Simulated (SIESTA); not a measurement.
## SiO2 (Cristobalite) under changes of volume

One of the cells (14.402 Å³/atom); the others are scaled copies at fixed shape and fractional positions:

```xyz
12
Lattice="4.9820 0.0000 0.0000 0.0000 4.9820 0.0000 0.0000 0.0000 6.9630" Properties=species:S:1:pos:R:3 pbc="T T T"
Si    3.9805    1.0015    5.2222
Si    3.4925    3.4925    3.4815
Si    1.0015    3.9805    1.7408
Si    1.4895    1.4895    0.0000
O     0.5155    1.1951    5.7227
O     1.2959    3.0065    0.5004
O     4.4665    3.7869    2.2412
O     3.6861    1.9755    3.9819
O     3.0065    1.2959    6.4626
O     3.7869    4.4665    4.7218
O     1.9755    3.6861    2.9811
O     1.1951    0.5155    1.2403
```

| Item | Value |
| --- | --- |
| Program | SIESTA 5.4.2 |
| Functional | PBEsol |
| Potentials or basis | PseudoDojo 0.4 standard (PBEsol files) |
| Basis | DZP (energy shift 0.003 Ry) |
| Grid cutoff | 800 Ry |
| Energy shift | 0.003 Ry |
| k mesh | 4 × 4 × 3 |
| Occupations | fermi-dirac, width 0.05 eV |
| Spin | no spin polarisation |

```csv
volume (Å³/atom),energy over the lowest point (meV/atom),pressure (GPa),gap on the mesh (eV),largest force (eV/Å)
13.538,73.35,18.3,6.38,1.377
13.826,44.57,13.8,6.28,1.111
14.114,23.58,9.7,6.16,0.866
14.402,9.59,6.0,6.04,0.643
14.690,1.93,2.6,5.91,0.445
14.978,0.00,-0.4,5.76,0.275
15.266,?,?,?,?
```

**Question.** What does the run at 15.266 Å³/atom give?

**Answer.** Energy over the lowest point 3.29 meV/atom; pressure -3.2 GPa; gap on the mesh 5.61 eV; largest force 0.174 eV/Å.

Worked out: A Birch-Murnaghan fit of order 3 (a polynomial in V^(-2/3)) to the other rows has its minimum at 14.94 Å³/atom with B0 = V·E''(V) = 151 GPa and B' = 4.2 at fixed shape and positions, which overstates the stiffness. It gives 3.23 meV/atom at 15.266 Å³/atom, against the run's 3.29, and -dE/dV = -3.1 GPa, against -3.2. A parabola through the other rows of the gap, of slope -8.3 eV per unit of ln V (its deformation potential) there, extrapolates to 5.61 eV, against the run's 5.61.

Energies are extrapolated to zero smearing.

Caveats: an odd mesh through Γ misses points on the zone boundary, where band edges often lie; the cell was measured hot, at 340 K; the basis of atomic orbitals isn't converged, which shifts pressures, moduli and gaps; forces of over 1 eV/Å show positions far from the minimum, so gaps and moduli don't describe the material at rest (some runs).
